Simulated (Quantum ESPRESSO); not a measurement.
The system is MoS2.

```xyz
3
Lattice="3.2275 0.0000 0.0000 -1.6137 2.7951 0.0000 0.0000 0.0000 6.3125" Properties=species:S:1:pos:R:3 pbc="T T T"
Mo    0.0000    0.0000    3.1562
S     1.6137    0.9317    4.7008
S     0.0000    1.8634    1.6117
```

Measurements of this composition are mostly on another form, of space group No. 194.

Base run:

```yaml
Program: Quantum ESPRESSO 7.5
Functional: PBEsol
Potentials_or_basis: GBRV 1.5 PBEsol
Cutoff: 612 eV
Density_cutoff: 4898 eV
k_mesh: 9 × 9 × 4
Occupations: fermi-dirac, width 0.05 eV
Spin: no spin polarisation
Hubbard_terms: Mo d U = 3 eV
```

Its results: band gap on the k mesh none (metal or under the smearing width); pressure -3.6 GPa; largest force 0.018 eV/Å.

**Question.** The run is repeated on the same cell with these changes: hubbard terms from Mo d U = 3 eV to Mo d U = 8 eV. What comes out?

**Answer.** Band gap on the k mesh none (metal or under the smearing width); pressure -2.8 GPa; largest force 0.035 eV/Å.

Caveats: this functional lacks dispersion, which binds the layers, so the pressure and a relaxed spacing across them are unreliable; U without spin polarisation on a metal has little footing.

Not every run made on this cell is shown here.
